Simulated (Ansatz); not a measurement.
## Comparing deformations in GaAs

Method: Ansatz, DFT r2SCAN, scalar-relativistic, plane waves, PAW. Cutoff 500 eV, Γ-centred 8×8×8 k-points, Gaussian smearing of 0.05 eV. No spin polarisation. Energies are free energies at this smearing, counted from the undisturbed cell; pressure is positive in compression.

Zero of the scan (relaxed at this level):

```xyz
2
Lattice="0.0000 2.8332 2.8332 2.8332 0.0000 2.8332 2.8332 2.8332 0.0000" Properties=species:S:1:pos:R:3 pbc="T T T"
Ga    0.0000    0.0000    0.0000
As    4.2498    4.2498    4.2498
```

The cell is strained by ε times a Voigt pattern (xx, yy, zz, yz, xz, xy; engineering shear) with fractional coordinates fixed. τ = (1/V0) dE/dε comes from the stress tensor. Of each scan, only the three points used here are listed.

```csv
pattern,ε,τ (GPa)
"(0, 0, 1, 0, 0, 0)",-0.0050,-0.59
"(0, 0, 1, 0, 0, 0)",0.0000,0.00
"(0, 0, 1, 0, 0, 0)",0.0050,0.58
"(1, 1, 0, 0, 0, 0)",-0.0250,-9.20
"(1, 1, 0, 0, 0, 0)",0.0000,0.00
"(1, 1, 0, 0, 0, 0)",0.0250,7.62
```

Q: Which constants do the scans give, and which deformation costs least for the same size of strain tensor?

A: The slope dτ/dε at zero (parabola through three points) is pᵀCp: (0, 0, 1, 0, 0, 0) gives C11 = 117 GPa; (1, 1, 0, 0, 0, 0) gives 2(C11 + C12) = 336 GPa. The size of the strain tensor, ε:ε, is ε² times 1.0, 2.0. Per unit of it the stiffnesses are 117, 168 GPa, so (0, 0, 1, 0, 0, 0) is the softest of these: at ε:ε = (1 %)² the quadratic term costs 0.83 meV/atom against 1.19 for the stiffest.

Q: What else follows for this cubic crystal?

A: From the unrounded slopes C11 = 117.5 and C12 = 50.7 GPa, so B = (C11 + 2 C12)/3 = 73 GPa and the Poisson ratio for a pull along a cube edge is C12/(C11 + C12) = 0.30.